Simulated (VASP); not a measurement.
A run of VASP 6.6.1 is set up as follows.

File INCAR:

```
SYSTEM = CdTe
ALGO = Normal ; EDIFF = 1E-6
ENCUT = 520 ; ISIF = 2
ISMEAR = 0 ; LASPH = .TRUE.
LCHARG = .TRUE. ; LELF = .TRUE.
LREAL = .FALSE. ; LVHAR = .TRUE.
LWAVE = .FALSE. ; NBANDS = 16
NELM = 60 ; PREC = Accurate
SIGMA = 0.01
```

The input KPOINTS:

```
k-points
0
G
  6 6 6
  0 0 0
```

The input POSCAR:

```
CdTe
1.0
    0.0000000000      3.1616838793      3.1616838793
    3.1616838793      0.0000000000      3.1616838793
    3.1616838793      3.1616838793      0.0000000000
Cd Te
1 1
Direct
    0.0000000000      0.0000000000      0.0000000000
    0.2500000000      0.2500000000      0.2500000000
```

Potentials or basis: VASP PAW LDA potentials, release 64 (Cd, Te).

The run is started by

```sh
$ cat potpaw_LDA.64/Cd/POTCAR potpaw_LDA.64/Te/POTCAR > POTCAR
$ mpirun -np 1 vasp_std > vasp.out
```

**Question.** What does it give for the band gap on the k mesh?

**Answer.** 0.78 eV, direct.

**Question.** Estimate the pressure.

**Answer.** 2.4 GPa.

Caveat: spin-orbit coupling is left out, which moves the levels of the heavy elements.

**Experimental background.**

A printed reference work, data compilation reports, for a bulk crystal of CdTe at 0 K: band gap 1.607 eV.

Against the measured gap of CdTe, 1.607 eV (0 K; a printed reference work, data compilation), the calculated 0.78 eV is off by -0.83 eV. Spin-orbit coupling on Cd, Te is left out. The value is that of LDA, without temperature or zero-point motion. Semilocal functionals fall short of measured gaps as a rule.
